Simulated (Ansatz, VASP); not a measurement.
**B3As in VASP and in Ansatz**

```
B As
1.0
     2.86215   -0.00742    0.00599
     0.00761    3.31423    0.02553
     1.42420    0.93753    4.85484
B As
3 1
Direct
  0.78243 0.42679 0.20684
  0.34466 0.22342 0.08237
  0.81941 0.94697 0.13263
  0.56432 0.43456 0.64475
```

Alike in both runs: functional PBE; k mesh 16 × 14 × 10; occupations gaussian, width 0.1 eV; no spin polarisation.

Ansatz relaxed the structure, and its values are those at the end. VASP's run is a single point on that final structure, the one shown.

|  | VASP | Ansatz |
| --- | --- | --- |
| version | VASP 6.6.1 | Ansatz 0.2.0 |
| potentials or method | VASP PAW PBE potentials, release 64 (B, As) | scalar-relativistic, plane waves, PAW |
| plane-wave cutoff (eV) | 520 | 420 |
| valence electrons in the cell | 14 | 24 |

|  | VASP | Ansatz | Ansatz less VASP |
| --- | --- | --- | --- |
| gap on the k mesh at the Fermi level (eV) | none | none | - |
| pressure (GPa) | 0.1 | 0.0 | -0.12 |
| rms of the force components (eV/Å) | 0.009 | 0.001 | -0.0083 |

A gap of «none» marks a metal or a gap that the smearing closes. The functional is the same, so the differences come from potentials, cutoffs and numerics. The two sets of potentials don't hold the same shells in valence.
